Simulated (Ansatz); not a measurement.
Redistribution: C4H9Cl + C5H12 → C4H10 + C5H11Cl

Species: C4H9Cl (2-chloro-2-methylpropane) `CC(C)(C)Cl`, singlet; C5H12 (isopentane) `CCC(C)C`, singlet; C4H10 (isobutane) `CC(C)C`, singlet; C5H11Cl (1-chloro-3-methylbutane) `CC(C)CCCl`, singlet. The partners trade Cl for H; both sit on C, so the bond types are kept.

Shapes, held fixed at every level: PBE0-D4/def2-TZVP. Flexible molecules stand in one conformer, not always the lowest. Programs: Ansatz 0.2.0. Electronic energies: no zero-point or thermal term.

| level | kind | ΔE (kJ/mol) | less CCSD(T)/CBS estimate |
| --- | --- | --- | --- |
| B3LYP-D4/def2-TZVPP | global hybrid | +14.6 | -3.0 |
| BHLYP-D4/def2-TZVPP | global hybrid | +14.3 | -3.3 |
| wB97M-V/def2-TZVPP | range-separated hybrid | +16.2 | -1.4 |
| MP2/def2-SVP | perturbation theory | +21.2 | +3.6 |
| CCSD(T)/def2-SVP | coupled cluster or CI | +19.3 | +1.7 |
| CCSD/def2-TZVPP | coupled cluster or CI | +15.0 | -2.6 |
| CCSD(T)/CBS estimate | coupled cluster or CI | +17.6 | 0.0 |

The highest level, CCSD(T)/CBS estimate, gives ΔE = +17.6 kJ/mol; the levels span +14.3 to +21.2. The column of differences is taken from that level and isn't an error. No measured value is set beside it here. The CBS estimate extrapolates MP2 from def2-TZVPP and def2-QZVPP and adds CCSD(T) − MP2 in the triple-zeta set, cores frozen.
